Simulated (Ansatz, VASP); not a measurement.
Hf in VASP and in Ansatz

```
Hf
1.0
     3.22835    0.00000    0.00000
    -1.61418    2.79583    0.00000
     0.00000    0.00000    5.10788
Hf
2
Cartesian
  0.0000 1.8639 1.2770
  1.6142 0.9319 3.8309
```

Change from the starting cell: volume scaled by 1.03, PAW files.

Alike in both runs: task electric field gradients; functional PBE; k mesh 13 × 13 × 7; occupations fermi-dirac, width 0.05 eV; no spin polarisation.

|  | VASP | Ansatz |
| --- | --- | --- |
| version | VASP 6.6.1 | Ansatz 0.2.0 |
| potentials or method | VASP PAW PBE potentials, release 64 (Hf_pv) | PAW with Ansatz's default frozen-core files, scalar-relativistic |
| plane-wave cutoff (eV) | 520 | 420 |
| valence electrons in the cell | 20 | 52 |

|  | VASP | Ansatz | Ansatz less VASP |
| --- | --- | --- | --- |
| pressure (GPa) | -2.7 | -2.3 | +0.44 |
| largest component of the traceless stress (GPa) | 0.23 | 0.16 | -0.065 |
| Vzz of the field gradient on the site that differs most (V/Å²) | 74.5 | 83.5 | +8.97 |

The two sets of potentials don't hold the same shells in valence. Ansatz warned: «gradients_without_spin_orbit».

The runs have no spin-orbit coupling, so splittings on Hf are missing.
